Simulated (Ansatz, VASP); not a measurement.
# MgO: VASP beside Ansatz, part 2 of 2

Aim: how closely do two programs agree when they are given the same cell, functional and k mesh? The cell is taken from a series of VASP runs on this material, whose earlier steps may have relaxed, scaled or displaced it; both programs get it as it stands.

VASP 6.6.1 and Ansatz 0.2.0.

So far: The structure; Ansatz: relaxation of cell and atoms, HSE06.

## Step 3: VASP: relaxation of cell and atoms, HSE06

Level of this step: HSE06; plane waves and PAW (Mg, O) (VASP).

The same cell, functional, mesh and smearing now go to VASP, with its own data sets and cutoff.

Lines of VASP's logs that name or quote its potential files are left out, and so is its time.

The run reads the wave functions of an earlier VASP run, which isn't shown here.

INCAR reads:

```
SYSTEM = MgO
PREC = Accurate
ENCUT = 520
EDIFF = 1E-07
NELM = 100
ISMEAR = 0
SIGMA = 0.03
LREAL = .FALSE.
ALGO = Normal
LHFCALC = .TRUE.
AEXX = 0.25
GGA = PE
HFSCREEN = 0.2
LASPH = .TRUE.
NBANDS = 10
PRECFOCK = Fast
LORBIT = 11
LWAVE = .FALSE.
LCHARG = .FALSE.
KPAR = 2
IBRION = 2
NSW = 50
ISIF = 3
EDIFFG = -0.002
```

POSCAR reads:

```
MgO
1.0
    0.0000000000      2.1052050000      2.1052050000
    2.1052050000      0.0000000000      2.1052050000
    2.1052050000      2.1052050000      0.0000000000
Mg O
1 1
Direct
    0.0000000000      0.0000000000      0.0000000000
    0.5000000000      0.5000000000      0.5000000000
```

KPOINTS reads:

```
Automatic mesh
0
Gamma
6 6 6
0 0 0
```

PAW data sets: Mg and O (PBE family, release 64).

Command:

```console
$ mpirun -np 2 vasp_std
```

Numbers of over 12 decimals in the logs are rounded to 6 here.

The log of the run:

```text
[banner, memory and clock lines left out]
running    2 mpi-ranks, on    1 nodes
 distrk:  each k-point on    1 cores,    2 groups
 distr:  one band on    1 cores,    1 groups

 POSCAR found type information on POSCAR MgO
 POSCAR found :  2 types and       2 ions
 LDA part: xc-table for (Slater+PW92), standard interpolation
 found WAVECAR, reading the header
 POSCAR, INCAR and KPOINTS ok, starting setup
 FFT: planning ... GRIDC
 FFT: planning ... GRID_SOFT
 FFT: planning ... GRID
 reading WAVECAR
 the WAVECAR file was read successfully
 initial charge from wavefunction
 entering main loop
       N       E                     dE             d eps       ncg     rms          rms(c)
DAV:   1    -0.142395731796E+02   -0.14240E+02   -0.57535E-01   320   0.435E+00    0.609E-01
DAV:   2    -0.142315421275E+02    0.80311E-02   -0.23038E-02   340   0.129E+00    0.255E-01
DAV:   3    -0.142310357437E+02    0.50638E-03   -0.95660E-03   324   0.595E-01    0.186E-01
DAV:   4    -0.142309629582E+02    0.72785E-04   -0.11573E-04   332   0.958E-02    0.115E-01
DAV:   5    -0.142308555987E+02    0.10736E-03   -0.15916E-04   320   0.116E-01    0.563E-02
DAV:   6    -0.142308353272E+02    0.20272E-04   -0.19441E-05   324   0.480E-02    0.308E-02
DAV:   7    -0.142308268565E+02    0.84707E-05   -0.43149E-06   324   0.193E-02    0.186E-02
DAV:   8    -0.142308244630E+02    0.23935E-05   -0.21119E-06   334   0.129E-02    0.115E-02
DAV:   9    -0.142308237546E+02    0.70849E-06   -0.47268E-07   320   0.782E-03    0.695E-03
DAV:  10    -0.142308236039E+02    0.15067E-06   -0.15785E-07   324   0.490E-03    0.411E-03
DAV:  11    -0.142308235567E+02    0.47170E-07   -0.59342E-08   160   0.299E-03
   1 F= -.14230824E+02 E0= -.14230824E+02  d E =-.142308E+02
 curvature:   0.00 expect dE= 0.000E+00 dE for cont linesearch  0.000E+00
 trial: gam= 0.00000 g(F)=  0.330E-49 g(S)=  0.185E-02 ort = 0.000E+00 (trialstep = 0.100E+01)
 search vector abs. value=  0.185E-02
 bond charge predicted
       N       E                     dE             d eps       ncg     rms          rms(c)
DAV:   1    -0.142367751384E+02   -0.59515E-02   -0.12831E-01   320   0.326E+00    0.559E-01
DAV:   2    -0.142311914211E+02    0.55837E-02   -0.12181E-02   320   0.736E-01    0.170E-01
DAV:   3    -0.142313650076E+02   -0.17359E-03   -0.51039E-03   336   0.477E-01    0.426E-02
DAV:   4    -0.142313981546E+02   -0.33147E-04   -0.15423E-05   322   0.366E-02    0.271E-02
DAV:   5    -0.142313729571E+02    0.25198E-04   -0.94158E-05   326   0.630E-02    0.133E-02
DAV:   6    -0.142313737828E+02   -0.82571E-06   -0.71339E-06   332   0.181E-02    0.101E-02
DAV:   7    -0.142313730256E+02    0.75717E-06   -0.85298E-07   304   0.692E-03    0.515E-03
DAV:   8    -0.142313729159E+02    0.10979E-06   -0.37280E-07   292   0.439E-03    0.264E-03
DAV:   9    -0.142313729462E+02   -0.30306E-07   -0.37035E-08   160   0.133E-03
   2 F= -.14231373E+02 E0= -.14231373E+02  d E =-.549389E-03
 trial-energy change:   -0.000549  1 .order   -0.000539   -0.001852    0.000774
 step:   0.7102(harm=  0.7053)  dis= 0.00000  next Energy=   -14.231485 (dE=-0.661E-03)
 bond charge predicted
       N       E                     dE             d eps       ncg     rms          rms(c)
DAV:   1    -0.142319382709E+02   -0.56536E-03   -0.10749E-02   320   0.940E-01    0.161E-01
DAV:   2    -0.142314689161E+02    0.46935E-03   -0.10273E-03   320   0.214E-01    0.485E-02
DAV:   3    -0.142314837109E+02   -0.14795E-04   -0.42890E-04   336   0.138E-01    0.121E-02
DAV:   4    -0.142314864507E+02   -0.27399E-05   -0.12524E-06   322   0.105E-02    0.773E-03
DAV:   5    -0.142314842623E+02    0.21884E-05   -0.79471E-06   326   0.183E-02    0.366E-03
DAV:   6    -0.142314842726E+02   -0.10278E-07   -0.58647E-07   294   0.516E-03
   3 F= -.14231484E+02 E0= -.14231484E+02  d E =-.660716E-03
 curvature:  -0.35 expect dE=-0.188E-06 dE for cont linesearch -0.188E-06
 trial: gam= 0.00000 g(F)=  0.876E-49 g(S)=  0.534E-06 ort =-0.315E-04 (trialstep = 0.942E+00)
 search vector abs. value=  0.534E-06
 reached required accuracy - stopping structural energy minimisation
```

OUTCAR, selected parts (step 3):

```text
ion  position               nearest neighbor table
   1  0.000  0.000  0.000-   2 2.11   2 2.11   2 2.11   2 2.11   2 2.11   2 2.11
   2  0.500  0.500  0.500-   1 2.11   1 2.11   1 2.11   1 2.11   1 2.11   1 2.11

  LATTYP: Found a face centered cubic cell.
 ALAT       =     4.2104100000

 Subroutine GETGRP returns: Found 48 space group operations
 (whereof 48 operations were pure point group operations)

The static configuration has the point symmetry O_h .

 Found     16 irreducible k-points:

   k-points           NKPTS =     16   k-points in BZ     NKDIM =    216   number of bands    NBANDS=     10

   dimension x,y,z NGX =    24 NGY =   24 NGZ =   24
   dimension x,y,z NGXF=    48 NGYF=   48 NGZF=   48

   ENCUT  =  520.0 eV  38.22 Ry    6.18 a.u.   5.54  5.54  5.54*2*pi/ulx,y,z

   NELECT =       8.0000    total number of electrons

 k-points in reciprocal lattice and weights: Automatic mesh
   0.00000000  0.00000000  0.00000000       0.005
   0.16666667  0.00000000  0.00000000       0.037
   0.33333333  0.00000000  0.00000000       0.037
   0.50000000  0.00000000  0.00000000       0.019
   0.16666667  0.16666667  0.00000000       0.028
   0.33333333  0.16666667  0.00000000       0.111
   0.50000000  0.16666667  0.00000000       0.111
  -0.33333333  0.16666667  0.00000000       0.111
  -0.16666667  0.16666667  0.00000000       0.056
[...]
-0.33333333  0.33333333  0.16666667       0.111
  -0.33333333  0.50000000  0.16666667       0.056

  exchange ACFDT corr.  =         0.00000000  see jH, gK, PRB 81, 115126

 average (electrostatic) potential at core
       1 -30.6679       2 -63.3465

 E-fermi :   2.2425

 k-point     1 :       0.0000    0.0000    0.0000
  band No.  band energies     occupation
      1     -16.8810      2.00000
      2       1.9949      2.00000
      3       1.9949      2.00000
      4       1.9949      2.00000
      5       8.5567      0.00000
      6      19.8303      0.00000
      7      19.8303      0.00000
      8      19.8303      0.00000
      9      23.7837      0.00000
    ...

 k-point     2 :       0.1667    0.0000    0.0000
  band No.  band energies     occupation
      1     -16.5785      2.00000
      2       0.4204      2.00000
      3       1.8020      2.00000
      4       1.8020      2.00000
      5      10.0228      0.00000
      6      17.4753      0.00000
      7      20.4491      0.00000
      8      20.4491      0.00000
      9      24.4580      0.00000
    ...

 k-point     3 :       0.3333    0.0000    0.0000
  band No.  band energies     occupation
      1     -15.8990      2.00000
      2      -1.9403      2.00000
      3       1.4409      2.00000
      4       1.4409      2.00000
      5      11.5745      0.00000
      6      16.5180      0.00000
      7      20.7075      0.00000
      8      20.7075      0.00000
      9      25.2209      0.00000
    ...

  Total        0.0027171      0.0027171      0.0027171      0.0000000     -0.0000000      0.0000000
  in kB        0.2352242      0.2352242      0.2352242      0.0000000     -0.0000000      0.0000000
  external PRESSURE =       0.2352242 kB  Pullay stress =       0.0000000 kB

  energy-cutoff  :      520.00
  volume of cell :       18.51
      direct lattice vectors                 reciprocal lattice vectors
     0.000000000  2.099436157  2.099436157    -0.238159183  0.238159183  0.238159183
     2.099436157  0.000000000  2.099436157     0.238159183 -0.238159183  0.238159183
     2.099436157  2.099436157  0.000000000     0.238159183  0.238159183 -0.238159183

 POSITION                                       TOTAL-FORCE (eV/Angst)
 -----------------------------------------------------------------------------------
      0.00000      0.00000      0.00000        -0.000000      0.000000     -0.000000
      2.09944      2.09944      2.09944         0.000000     -0.000000      0.000000
 -----------------------------------------------------------------------------------
    total drift:                               -0.000000     -0.000001     -0.000001

  FREE ENERGIE OF THE ION-ELECTRON SYSTEM (eV)
  ---------------------------------------------------
  free  energy   TOTEN  =       -14.2314842726 eV

  energy  without entropy=      -14.2314842726  energy(sigma->0) =      -14.23148427

 reached required accuracy - stopping structural energy minimisation

 total charge
# of ion       s       p       d       tot
------------------------------------------
    1        0.145   0.180   0.079   0.405
    2        1.546   3.591   0.000   5.137
--------------------------------------------------
tot          1.692   3.771   0.079   5.542

[... 3 further parts left out ...]
```

The gap is read on the k-mesh alone, so it is an upper bound where the band edges lie off the mesh. The PAW data sets were made with PBE, which is usual practice but a small mismatch for other functionals. The run keeps the 48 symmetry operations of its start, so it cannot find a distortion of lower symmetry.

## Step 4: Side by side

Known differences besides the potentials themselves: exact exchange at q = 0 is treated differently, which shows on coarse meshes; VASP keeps PBE cores, Ansatz makes them for the functional; both relaxations stop at a tolerance, which leaves soft axes loose, and VASP keeps its plane-wave basis; the data sets hold 16 valence electrons in Ansatz (default PAW (the set named soft_2) files) and 8 in VASP; the cutoff is 420 eV in Ansatz and 520 eV in VASP; Ansatz adds a Pulay correction to the stress that steers its cell, VASP none; VASP takes a coarser grid for exact exchange (PRECFOCK = Fast). Total energies have different zeros and are not compared.

The two programs side by side:

| quantity | Ansatz | VASP | difference |
| --- | --- | --- | --- |
| volume (Å³) | 18.54 | 18.51 | +0.19 % |
| edge a after relaxation, in the typed setting (Å) | 2.971 | 2.969 | +0.06 % |

The walks stopped with -0.03 GPa left in Ansatz and 0.02 GPa in VASP; each walk ends within a tolerance, so the volume difference is uncertain by about these residues over the bulk modulus, most in soft cells.

## Step 5: Summary of results

```
difference in volume (relaxation of cell and atoms, HSE06) : 0.19 %
```

The difference in volume is 0.19 % (relaxation of cell and atoms, HSE06), within the 1.2 % picked in this series as the mark of a large difference, as far as the stopping tolerances let one tell. How closely two codes agree says nothing of how well the functional describes the real material.

[Lines on the potential files, build, host, timing and source positions are cut from VASP's logs without a mark.]

[Logs are printed without paths, hosts, clocks, repeated set-up lines and the standing remarks that a program may print on its own settings, such as how far it seeks lower states.]

[Hosts, paths, dates, database ids (printed as entryN), source tags and the programs' standing remarks are cut or masked in the printed files.]
